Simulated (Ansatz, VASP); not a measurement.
Given: the input of a run of Ansatz 0.2.0 on Pb.

File input.yaml:

```yaml
crystal:
  lattice:
    - [0.0, 2.4914113386, 2.4914113386]
    - [2.4914113386, 0.0, 2.4914113386]
    - [2.4914113386, 2.4914113386, 0.0]
  atoms:
    - { symbol: Pb, position: [0.0, 0.0, 0.0] }
kpoints:
  mp_grid: { grid: [9, 9, 9] }
scf:
  occupations: { method: gaussian, width: 0.15 }
hamiltonian:
  xc: lda
  pseudopotentials: { kind: all_electron, lapw: { basis_error: 0.001 } }
output:
  forces: true
  stress: true
  eigenvalues: true
```

Potentials or basis: all-electron LAPW, scalar-relativistic.

Launch:

```sh
$ ansatz run input.yaml --threads 1 --pin off --max-ram 2560MiB --backend cpu --events-out ev --progress --plain --runs-dir out
```

Problem. Translate it to VASP 6.6.1. Potentials there: VASP PAW LDA potentials, release 64 (Pb_d).

Solution. As run (the cutoff follows the program's own potentials):

Contents of INCAR:

```
SYSTEM = Pb
ALGO     = Normal         ! electronic algorithm
EDIFF    = 1E-7           ! SCF threshold, eV
ENCUT    = 520            ! plane-wave cutoff, eV
ISIF     = 2              ! what is computed and relaxed
ISMEAR   = 0              ! smearing method
LASPH    = .TRUE.         ! aspherical terms in the spheres
LCHARG   = .FALSE.        ! write CHGCAR
LREAL    = .FALSE.        ! projectors in reciprocal space
LWAVE    = .FALSE.        ! write WAVECAR
NBANDS   = 13             ! bands
NELM     = 60             ! most SCF steps
PREC     = Accurate       ! precision mode
SIGMA    = 0.15           ! smearing width, eV
```

File KPOINTS:

```
k-points
0
G
  9 9 9
  0 0 0
```

POSCAR

```
Pb
1.0
    0.0000000000      2.4914113386      2.4914113386
    2.4914113386      0.0000000000      2.4914113386
    2.4914113386      2.4914113386      0.0000000000
Pb
1
Direct
    0.0000000000      0.0000000000      0.0000000000
```

Potentials or basis: VASP PAW LDA potentials, release 64 (Pb_d).

Launch:

```bash
$ cat potpaw_LDA.64/Pb_d/POTCAR > POTCAR
$ mpirun -np 1 vasp_std > vasp.out
```

Both were run:

|  | VASP | Ansatz | Ansatz less VASP |
| --- | --- | --- | --- |
| gap on the k mesh at the Fermi level (eV) | none | none | - |
| pressure (GPa) | -2.9 | -2.9 | -0.03 |

A gap of «none» marks a metal or a gap that the smearing closes. Ansatz ran all-electron here, so the differences hold the error of VASP's frozen core and of both bases.

The runs have no spin-orbit coupling, so splittings on Pb are missing.
